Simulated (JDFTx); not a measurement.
Crystal: BeTe.

```
Te Be
1.0
     0.00000    2.77000    2.77000
     2.77000    0.00000    2.77000
     2.77000    2.77000    0.00000
Te Be
1 1
Direct
  0.75000 0.75000 0.75000
  0.00000 0.00000 0.00000
```

Base run:

| Property | Result |
| --- | --- |
| Program | JDFTx 1.7.0 (patched build) |
| Functional | PBEsol |
| Potentials or basis | PseudoDojo-SR-PBEsol-0.4.1-standard |
| Cutoff | 1197 eV |
| Density cutoff | 9578 eV |
| k mesh | 8 × 8 × 8 |
| Occupations | fermi-dirac, width 0.05 eV |
| Spin | no spin polarisation |

Its results: band gap on the k mesh 1.75 eV, indirect (least direct gap 3.60 eV); pressure 2.4 GPa.

Problem. The run is repeated on the same cell with these changes: functional from PBEsol to LDA; potentials or basis from PseudoDojo-SR-PBEsol-0.4.1-standard to PseudoDojo-SR-LDA-0.4.1-standard. What comes out?

Solution. Band gap on the k mesh 1.78 eV, indirect (least direct gap 3.60 eV); pressure 0.6 GPa.

Caveats: spin-orbit coupling is left out, which moves the levels of the heavy elements.

A k mesh can miss the band edges.
